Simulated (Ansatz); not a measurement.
## MoS2 in Ansatz: the effect of functional

Crystal: MoS2.

```
Mo S
1.0
     3.16900    0.00000    0.00000
    -1.58450    2.74443    0.00000
     0.00000    0.00000   12.32400
Mo S
2 4
Direct
  0.66667 0.33333 0.75000
  0.33333 0.66667 0.25000
  0.66667 0.33333 0.37700
  0.33333 0.66667 0.87700
  0.66667 0.33333 0.12300
  0.33333 0.66667 0.62300
```

Alike in all runs:

- Program: Ansatz 0.2.0
- Task: band structure
- Potentials or basis: Ansatz PAW
- k mesh: 10 × 10 × 3
- Occupations: fermi-dirac, width 0.05 eV
- Spin: no spin polarisation

| functional | cutoff | gap on the mesh (eV) | pressure (GPa) |
| --- | --- | --- | --- |
| LDA | 420 eV (not typed: the program's choice for these potentials) | 0.85 | -5.7 |
| PBEsol | 420 eV (not typed: the program's choice for these potentials) | 0.88 | -3.0 |
| RPBE | 420 eV (not typed: the program's choice for these potentials) | 0.97 | 4.7 |
| revPBE | 420 eV (not typed: the program's choice for these potentials) | ? | ? |
| BLYP | 420 eV (not typed: the program's choice for these potentials) | 0.94 | 9.4 |
| r2SCAN | 500 eV (not typed: the program's choice for these potentials) | 1.03 | 0.8 |

**Question.** What does the run with functional revPBE give?

**Answer.** gap on the mesh 0.96 eV; pressure 3.9 GPa.

Caveats: the PAW data sets come from PBE, with cores solved anew for the run's functional, which leaves a small shift of forces and pressure; this functional lacks dispersion, which binds the layers, so the pressure and a relaxed spacing across them are unreliable (some runs).

A k mesh can miss the band edges.

Runs at the PBE level aren't shown here.
